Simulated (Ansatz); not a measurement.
Input of an Ansatz 0.2.0 run:

Contents of input.yaml:

```yaml
crystal:
  lattice:
    - [2.7341, 0.0, 0.0]
    - [-1.36705, 2.3678000565, 0.0]
    - [0.0, 0.0, 4.3197]
  atoms:
    - { symbol: Os, position: [0.6666666667, 0.3333333333, 0.75] }
    - { symbol: Os, position: [0.3333333333, 0.6666666667, 0.25] }
kpoints:
  mp_grid: { grid: [8, 8, 5] }
scf:
  occupations: { method: fermi_dirac, width: 0.05 }
hamiltonian:
  xc: pbesol
  pseudopotentials: { kind: all_electron, lapw: { basis_error: 0.001 } }
output:
  forces: true
  stress: true
elastic:
  mode: relaxed_ion
  stencil: two_point
```

Potentials or basis: all-electron LAPW, scalar-relativistic.

The run is started by

```bash
$ ansatz run input.yaml --threads 1 --pin off --max-ram 3072MiB --backend cpu --events-out ev --progress --plain --runs-dir out
```

(1) Predict the Voigt bulk modulus.

(2) Estimate the band gap on the k mesh.

Results:

(1) 417 GPa.

(2) none (metal or under the smearing width).

Caveat: a metal's response needs a denser mesh; the cell is more than 3 GPa from zero pressure, which shifts response properties; elastic constants of metals need much finer meshes, so these are rough.
